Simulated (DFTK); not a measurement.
Input of a DFTK 0.8.2 run:

run.jl

```julia
using DFTK
using PseudoPotentialData
using Unitful, UnitfulAtomic
using LinearAlgebra, Printf
include("save.jl")
disable_threading()

# lattice vectors are the columns
lattice = austrip(1u"Å") * [           0.0        2.82685        2.82685;
                  2.82685            0.0        2.82685;
                  2.82685        2.82685            0.0]
symbols   = [:As, :Ga]
positions = [[0.75, 0.75, 0.75],
             [0.0, 0.0, 0.0]]
pseudopotentials = Dict(:As => "As.upf", :Ga => "Ga.upf")
elements = Dict(s => ElementPsp(s, pseudopotentials; rcut=10.0) for s in unique(symbols))
atoms    = [elements[s] for s in symbols]

build_model(lattice, positions; symmetries=true) =
    model_DFT(lattice, atoms, positions;
              functionals=[:mgga_x_tb09, :lda_c_pw],
              temperature=austrip(0.05u"eV"),
              smearing=Smearing.FermiDirac(),
              symmetries)
Ecut  = 45.0  # hartree
kgrid = [5, 5, 5]
tol   = 1e-6
to_GPa = ustrip(uconvert(u"GPa", 1u"hartree/bohr^3"))

model = build_model(lattice, positions)
basis = PlaneWaveBasis(model; Ecut, kgrid)
display(basis)
scfres = self_consistent_field(basis;
                               tol,
                               nbandsalg=AdaptiveBands(model; n_bands_converge=14),
                               solver=ScfAndersonSolver())
display(scfres.energies)
@printf "Fermi level: %.6f eV\n" ustrip(auconvert(u"eV", something(scfres.εF, NaN)))
println("Levels at the first k-point (eV): ", round.(ustrip.(auconvert.(u"eV", scfres.eigenvalues[1][1:scfres.n_bands_converge])); digits=4))
save_scf!(scfres)

points = Dict("G" => [0.0, 0.0, 0.0], "K" => [0.375, 0.375, 0.75], "L" => [0.5, 0.5, 0.5], "U" => [0.625, 0.25, 0.625], "W" => [0.5, 0.25, 0.75], "X" => [0.5, 0.0, 0.5])
segments = [("G", "X", 7), ("X", "W", 4), ("W", "K", 3), ("K", "G", 7), ("G", "L", 6), ("L", "U", 4), ("U", "W", 3), ("W", "L", 5), ("L", "K", 4), ("U", "X", 3)]
kcoords = vcat([[points[a] + t * (points[b] - points[a]) for t in range(0, 1, n)] for (a, b, n) in segments]...)
bands = compute_bands(scfres, ExplicitKpoints(kcoords); n_bands=16, tol=1e-5)
for (k, ε) in zip(bands.basis.kpoints, bands.eigenvalues)
    @printf "%d %8.4f %8.4f %8.4f " k.spin k.coordinate...
    println(join([@sprintf("%9.4f", e) for e in ustrip.(auconvert.(u"eV", ε .- scfres.εF))]))
end
results["band_energies"] = rows(bands.eigenvalues); results["band_kpoints"] = rows(kcoords)
```

Potentials or basis: SG15 1.2 (PBE).

Launch:

```console
$ julia --threads=1 run.jl  # save.jl only writes the numbers to a file and isn't shown; printed stress counts tension as positive; times include loading and compiling
```

(1) Estimate the band gap on the k mesh.

(2) Estimate the band gap along the path.

Answers

(1) 0.30 eV, direct.

(2) 0.30 eV, direct.

Caveat: the program leaves the constant c of mgga_x_tb09 at 1, so the potential is Becke-Johnson's (BJ06) and not Tran and Blaha's, with levels but no total energy; the potentials were made for another functional, which shifts forces and pressure.

**Measured values to compare with.**

“Evidence of valence band perturbations in GaAsN/GaAs(001): A combined variable-angle spectroscopic ellipsometry and modulated photoreflectance investigation”, 2008, arxiv:0805.2212 reports, for a bulk crystal of GaAs at 300 K: band gap 1.412 ± 0.01 eV (direct).

Against the measured gap of GaAs, 1.412 eV (direct; 300 K; “Evidence of valence band perturbations in GaAsN/GaAs(001): A combined variable-angle spectroscopic ellipsometry and modulated photoreflectance investigation”, 2008, arxiv:0805.2212), the calculated 0.30 eV is off by -1.11 eV. So large a miss can be the level of theory's own, or it may mean another phase, state or a wrong row. 3 values of this kind are on record (1.412 to 1.51 eV); this one was drawn at random among those near their median, those with a stated uncertainty first. Spin-orbit coupling on As, Ga is left out. The value is that of BJ06, without temperature or zero-point motion.
